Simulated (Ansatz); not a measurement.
Starting cell, BaSnO₃ (cubic perovskite):

```xyz
5
Lattice="4.1313 0.0000 0.0000 0.0000 4.1313 0.0000 0.0000 0.0000 4.1313" Properties=species:S:1:pos:R:3 pbc="T T T"
Ba     0.0000     0.0000     0.0000
Sn     2.0657     2.0657     2.0657
O      0.0000     2.0657     2.0657
O      2.0657     2.0657     0.0000
O      2.0657     0.0000     2.0657
```

In this cell atom 5 (O, nearest neighbour Sn at 2.066 Å; its periodic images, 4.1 Å or more away, move with it) is moved by u·(1.000, 0.000, 0.000) + v·(0.000, 0.000, 1.000); the rest is frozen.

Computed with r2SCAN (plane waves to 500 eV, PAW, scalar-relativistic; Ansatz, a quantum-chemistry and plane-wave program). k mesh 7×7×7 (Γ-centred), Fermi-Dirac smearing 0.05 eV. E stands for the smeared free energy. Points where atoms come too close for the PAW data are left out (x in tables, blank in figures). BaSnO3 was relaxed with its symmetry unable to fall.

Changes of ΔE (eV/cell) from the point u = 0.000 Å, v = 0.000 Å when one coordinate moves alone (two changes are said to add if the coupling is within 5 % of the smaller one, nearly so within 20 %):

```tsv
point	change
u = 0.000 Å, v = -0.680 Å	1.0254
u = 0.000 Å, v = -0.340 Å	0.2161
u = -0.680 Å, v = 0.000 Å	1.0254
u = -0.340 Å, v = 0.000 Å	0.2161
u = 0.340 Å, v = 0.000 Å	0.2161
u = 0.680 Å, v = 0.000 Å	1.0254
u = 0.000 Å, v = 0.340 Å	0.2161
u = 0.000 Å, v = 0.680 Å	1.0254
```

Question: Do the two effects add at u = -0.680 Å, v = 0.340 Å? Give the computed change.

Answer: The sum of the single changes is 1.0254 + (0.2161) = 1.2415; the calculation gives 1.5421, so the coupling contributes 0.3006 (over 20 % of the smaller single change, not additive).

Question: What is the change at u = -0.340 Å, v = -0.340 Å, where both move, and how far is it from the sum?

Answer: The sum of the single changes is 0.2161 + (0.2161) = 0.4322; the calculation gives 0.5093, so the coupling contributes 0.0771 (over 20 % of the smaller single change, not additive).

(For displaced atoms, the force is minus the slope of the energy, and its curvature is a force constant, which sets phonon frequencies.)
